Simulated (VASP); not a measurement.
# Ru (P6_3/mmc) in VASP: settings compared, part 2 of 2

VASP 6.6.1. Earlier steps stand in the parts before.

## Step 4: Relaxation of cell and atoms, vdW-DF2

Input file INCAR:

```
SYSTEM = Ru
PREC     = Accurate       ! precision mode
ENCUT    = 600            ! plane-wave cutoff, eV
EDIFF    = 1E-6           ! SCF threshold, eV
ISMEAR   = -1             ! smearing method
SIGMA    = 0.05           ! smearing width, eV
LREAL    = .FALSE.        ! projectors in reciprocal space
LASPH    = .TRUE.         ! aspherical terms in the spheres
NELM     = 60             ! most SCF steps
ALGO     = Normal         ! electronic algorithm
ISIF     = 3              ! what is computed and relaxed
LWAVE    = .FALSE.        ! write WAVECAR
LCHARG   = .FALSE.        ! write CHGCAR
GGA      = ML             ! functional
LUSE_VDW = .TRUE.       
AGGAC    = 0.0          
ZAB_VDW  = -1.8867      
IBRION   = 2              ! ionic algorithm
NSW      = 60             ! ionic steps
EDIFFG   = -0.01          ! ionic threshold
```

Input file KPOINTS:

```
Automatic mesh
0
G
  11 11 6
  0 0 0
```

Input file POSCAR:

```
Ru
1.0
    2.7058000000      0.0000000000      0.0000000000
   -1.3529000000      2.3432915376      0.0000000000
    0.0000000000      0.0000000000      4.2819000000
Ru
2
Direct
    0.6666666667      0.3333333333      0.7500000000
    0.3333333333      0.6666666667      0.2500000000
```

Potentials or basis: VASP PAW PBE potentials, release 64 (Ru_pv).

Command:

```sh
$ cat potpaw_PBE.64/Ru_pv/POTCAR > POTCAR
$ mpirun -np 1 vasp_std > vasp.out
```

OUTCAR:

```text
SYSTEM = Ru
   PREC = Accurate
   ENCUT = 600
   EDIFF = 1E-6
   ISMEAR = -1
   LREAL = .FALSE.
   LASPH = .TRUE.
   NELM = 60
   ISIF = 3
   GGA = ML
   IBRION = 2
   NSW = 60
   EDIFFG = -0.01

 ion  position               nearest neighbor table
   1  0.667  0.333  0.750-   2 2.65   2 2.65   2 2.65   2 2.65   2 2.65   2 2.65
   2  0.333  0.667  0.250-   1 2.65   1 2.65   1 2.65   1 2.65   1 2.65   1 2.65

  LATTYP: Found a hexagonal cell.
 ALAT       =     2.7058000000
 C/A-ratio  =     1.5824894671

  Lattice vectors:

 A1 = (   2.7058000000,   0.0000000000,   0.0000000000)
 A2 = (  -1.3529000000,   2.3432915376,   0.0000000000)
 A3 = (   0.0000000000,   0.0000000000,   4.2819000000)

Analysis of symmetry for initial positions (statically):
=====================================================================
 Subroutine PRICEL returns:
 Original cell was already a primitive cell.

 Routine SETGRP: Setting up the symmetry group for a
 hexagonal supercell.

 Subroutine GETGRP returns: Found 24 space group operations
 (whereof 12 operations were pure point group operations)
 out of a pool of 24 trial point group operations.

The static configuration has the point symmetry D_3d.
 The point group associated with its full space group is D_6h.

Analysis of symmetry for dynamics (positions and initial velocities):
=====================================================================
 Subroutine PRICEL returns:
 Original cell was already a primitive cell.

 Routine SETGRP: Setting up the symmetry group for a
 hexagonal supercell.

 Subroutine GETGRP returns: Found 24 space group operations
 (whereof 12 operations were pure point group operations)
 out of a pool of 24 trial point group operations.

The dynamic configuration has the point symmetry D_3d.
 The point group associated with its full space group is D_6h.

 Subroutine INISYM returns: Found 24 space group operations
 (whereof 12 operations are pure point group operations),
 and found     1 'primitive' translations

[... 132 lines left out ...]
 NGX is ok and might be reduce to    24
   NGX = 11   NGY = 11   NGZ = 17

--------------------------------------- Ionic step        1  -------------------------------------------

 number of electron      28.0000002 magnetization

 Free energy of the ion-electron system (eV)
  ---------------------------------------------------
  ext. energy  EPLUGINS =         0.00000000
  ---------------------------------------------------
  free energy    TOTEN  =        -9.61161881 eV

  energy without entropy =       -9.59492322  energy(sigma->0) =       -9.60327101

------------------------ aborting loop because EDIFF is reached ----------------------------------------

  FORCE on cell =-STRESS in cart. coord.  units (eV):
  Direction    XX          YY          ZZ          XY          YZ          ZX
  --------------------------------------------------------------------------------------
  -------------------------------------------------------------------------------------
  Total        4.6812566      4.6812566      4.8451149     -0.0000000      0.0000000     -0.0000000
  in kB      276.2577613    276.2577613    285.9276327     -0.0000000      0.0000000     -0.0000000
  external PRESSURE =     279.4810517 kB  Pullay stress =       0.0000000 kB
[... 25 lines left out ...]
--------------------------------------- Ionic step        2  -------------------------------------------

 number of electron      28.0000008 magnetization

 E-fermi :   7.9055     XC(G=0): -11.8681

 val. band max:        7.9043629695   @ k =   0.4545   0.0000   0.1667
 cond. band min:       7.9129123264   @ k =   0.3636   0.0909   0.3333
 fundamental gap:      0.0085493568
 Fermi energy:         7.9055271205

 k-point     1 :       0.0000    0.0000    0.0000
  band No.  band energies     occupation
      1     -34.8263      2.00000
      2     -34.5185      2.00000
      3     -34.5185      2.00000
      4     -34.4603      2.00000
      5     -34.4603      2.00000
      6     -34.4584      2.00000
[... 566 lines left out ...]
  energy  without entropy=       -9.7952919254  energy(sigma->0) =       -9.80485042

Total vdW correction in eV:      3.5954809

[... ionic steps 4 to 7 ...]

--------------------------------------- Ionic step        8  -------------------------------------------

 number of electron      27.9999999 magnetization

------------------------ aborting loop because EDIFF is reached ----------------------------------------
[... 71 lines left out ...]
--------------------------------------- Ionic step       10  -------------------------------------------

 number of electron      27.9999999 magnetization

 Free energy of the ion-electron system (eV)
  ---------------------------------------------------
  ext. energy  EPLUGINS =         0.00000000
  ---------------------------------------------------
  free energy    TOTEN  =        -9.81627192 eV

  energy without entropy =       -9.79734723  energy(sigma->0) =       -9.80680957

 E-fermi :  11.4294     XC(G=0): -13.2054

 val. band max:       11.3869567874   @ k =   0.2727   0.0000   0.0000
 cond. band min:      11.4299201027   @ k =   0.0909   0.0909   0.3333
 fundamental gap:      0.0429633152
 Fermi energy:        11.4294134196

 k-point     1 :       0.0000    0.0000    0.0000
  band No.  band energies     occupation
      1     -31.9029      2.00000
      2     -31.2181      2.00000
      3     -31.2181      2.00000
      4     -31.0894      2.00000
      5     -31.0894      2.00000
      6     -31.0608      2.00000
[... 528 lines left out ...]
  energy  without entropy=       -9.7973472290  energy(sigma->0) =       -9.80680957

Total vdW correction in eV:      3.5809091

 reached required accuracy - stopping structural energy minimisation
```

CONTCAR:

```text
Ru
   1.00000000000000
     2.7904561327631581    0.0000000000000000    0.0000000000000000
    -1.3952280663815790    2.4166058991628150    0.0000000000000000
     0.0000000000000000   -0.0000000000000000    4.4072450731138293
  Ru
     2
Direct
     0.6666666667000030    0.3333333332999970    0.7500000000000000
     0.3333333332999970    0.6666666667000030    0.2500000000000000

  0.00000000E+00  0.00000000E+00  0.00000000E+00
  0.00000000E+00  0.00000000E+00  0.00000000E+00
```

Wall time 3 min (1 thread of Intel Xeon 6975P-C (Granite Rapids), shared host); peak memory 0.34 GiB.

What came out:

```
Free energy                            : -9.8163 eV
Relaxed volume                         : 14.86 Å³/atom
Relaxed cell                           : a = 2.790 Å, b = 2.790 Å, c = 4.407 Å, α = 90.00°, β = 90.00°, γ = 120.00°
Space group after relaxing (to 0.05 Å) : P6_3/mmc (No. 194)
Energy gained by relaxing              : 102.3 meV/atom
Ionic steps                            : 10
Pressure after relaxing                : 0.0 GPa
Band gap on the k mesh                 : none (metal or under the smearing width)
```

The path:
```tsv
step	energy change (eV)	largest force (eV/Å)	pressure (GPa)	volume (Å³)
1	0.0000	0.0000	27.95	27.15
2	0.7863	0.0000	-31.81	37.56
3	-0.2028	0.0000	-2.06	29.97
4	-0.2044	0.0000	-0.28	29.75
5	-0.2044	0.0000	0.21	29.70
6	-0.2046	0.0000	0.15	29.70
7	-0.2046	0.0000	0.15	29.70
8	-0.2046	0.0000	0.15	29.70
9	-0.2046	0.0000	-0.29	29.75
10	-0.2047	0.0000	0.04	29.72
```

Final structure:
```
Ru
1.0
     2.79046    0.00000    0.00000
    -1.39523    2.41661    0.00000
     0.00000    0.00000    4.40725
Ru
2
Direct
  0.66667 0.33333 0.75000
  0.33333 0.66667 0.25000
```

Caveat: the PAW data sets were made with another functional, which shifts forces and pressure a little. Zero-point motion and thermal expansion aren't in these numbers.

## Step 5: Relaxation of cell and atoms, optB86b-vdW

Input file INCAR:

```
SYSTEM = Ru
PREC     = Accurate       ! precision mode
ENCUT    = 600            ! plane-wave cutoff, eV
EDIFF    = 1E-6           ! SCF threshold, eV
ISMEAR   = -1             ! smearing method
SIGMA    = 0.05           ! smearing width, eV
LREAL    = .FALSE.        ! projectors in reciprocal space
LASPH    = .TRUE.         ! aspherical terms in the spheres
NELM     = 80             ! most SCF steps
ALGO     = Fast           ! electronic algorithm
ISIF     = 3              ! what is computed and relaxed
LWAVE    = .FALSE.        ! write WAVECAR
LCHARG   = .FALSE.        ! write CHGCAR
GGA      = MK             ! functional
LUSE_VDW = .TRUE.       
AGGAC    = 0.0          
PARAM1   = 0.1234       
PARAM2   = 1.0          
IBRION   = 2              ! ionic algorithm
NSW      = 60             ! ionic steps
EDIFFG   = -0.005         ! ionic threshold
```

KPOINTS is that of step 4.

POSCAR is that of step 4.

Command:

```sh
$ cat potpaw_PBE.64/Ru_pv/POTCAR > POTCAR
$ mpirun -np 1 vasp_std > vasp.out
```

Run time: 91 s. Hardware: 1 thread of Intel Xeon 6975P-C (Granite Rapids), shared host; peak memory 0.33 GiB.

It converged, with:

```
Free energy                            : -12.7571 eV
Relaxed volume                         : 13.55 Å³/atom
Relaxed cell                           : a = 2.705 Å, b = 2.705 Å, c = 4.279 Å, α = 90.00°, β = 90.00°, γ = 120.00°
Space group after relaxing (to 0.05 Å) : P6_3/mmc (No. 194)
Energy gained by relaxing              : 0.0 meV/atom
Ionic steps                            : 5
Pressure after relaxing                : 0.0 GPa
Band gap on the k mesh                 : none (metal or under the smearing width)
```

Final structure:
```
CELL_PARAMETERS angstrom
2.70453 0.00000 0.00000
-1.35227 2.34219 0.00000
0.00000 0.00000 4.27934
ATOMIC_POSITIONS crystal
Ru 0.66667 0.33333 0.75000
Ru 0.33333 0.66667 0.25000
```

Levels at points of the mesh, in eV from the Fermi level:
| k point | band 12 | band 13 | band 14 | band 15 | band 16 | band 17 |
| --- | --- | --- | --- | --- | --- | --- |
| (0.00, 0.00, 0.00) | -1.86 | -1.86 | -1.33 | -1.33 | 1.25 | 1.25 |
| (0.00, 0.00, 0.50) | -2.70 | -2.64 | -2.64 | 0.61 | 0.61 | 0.61 |

Caveat: the PAW data sets were made with another functional, which shifts forces and pressure a little.

## Step 6: The reference run

An earlier run on the cell as given: functional PBE; potentials or basis VASP PAW PBE potentials, release 64 (Ru_pv); cutoff 520 eV; k mesh 11 × 11 × 6; occupations fermi-dirac, width 0.05 eV; no spin polarisation.

- Pressure: 4.5 GPa
- Band gap on the k mesh: none (metal or under the smearing width)

## Step 7: Summary

```csv
task,level,cell,cutoff (eV),smearing,gap on the mesh (eV),pressure (GPa),relaxed volume (Å³/atom)
single point,PBE,as given,520,gaussian 0.013 eV,none,4.5,-
relaxation of cell and atoms,vdW-DF-cx,relaxed,600,fermi-dirac 0.05 eV,none,0.0,13.41
relaxation of cell and atoms,vdW-DF2,relaxed,600,fermi-dirac 0.05 eV,none,0.0,14.86
relaxation of cell and atoms,optB86b-vdW,relaxed,600,fermi-dirac 0.05 eV,none,0.0,13.55
single point,PBE,as given,520,fermi-dirac 0.05 eV,none,4.5,-
```

Alike in all rows: potentials or basis VASP PAW PBE potentials, release 64 (Ru_pv); no spin polarisation; k mesh 11 × 11 × 6.

Caveats: the PAW data sets were made with another functional, which shifts forces and pressure a little (some runs).

Absolute energies hang on the potentials; compare differences alone.
